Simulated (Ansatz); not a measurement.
We consider zinc-blende AlSb, described by HSE06 (PAW; Ansatz, a program for electronic structure).

Settings: plane-wave cutoff 520 eV, 8×8×8 k mesh, scalar-relativistic PAW data made under PBE.

The cell has the measured lattice: a = 6.136 Å, b = 6.136 Å, c = 6.136 Å, α = 90.00°, β = 90.00°, γ = 90.00°.

Task: Predict the Voigt–Reuss–Hill shear modulus (Hill average), elastic constant C11, Voigt–Reuss–Hill bulk modulus, elastic constant C12, Young modulus and elastic constant C44.

Result: 
* **Voigt–Reuss–Hill shear modulus (Hill average)**: 33.0 GPa
* **elastic constant C11**: 91.1 GPa
* **Voigt–Reuss–Hill bulk modulus**: 60.4 GPa
* **elastic constant C12**: 45.0 GPa
* **Young modulus**: 83.7 GPa
* **elastic constant C44**: 41.9 GPa

Measured, for comparison: elastic constant C11 87.7 GPa, elastic constant C12 43.4 GPa, elastic constant C44 40.8 GPa (temperature not stated, no zero-point or thermal correction; as tabulated in Oses et al. (2018), arXiv:1811.08464). Computed (rounded) less measured: elastic constant C11 +4 %, elastic constant C12 +4 %, elastic constant C44 +3 %. A static lattice is as a rule a little smaller and stiffer than an uncorrected measurement, which narrows the difference in the elastic constant C11, elastic constant C12, elastic constant C44 and would widen misses of the other sign.

Note: the cell isn't this level's own, so it is under some stress, which shifts stiffness and frequencies.

Elastic constants are with the ions relaxed.

Spin–orbit coupling is not included.
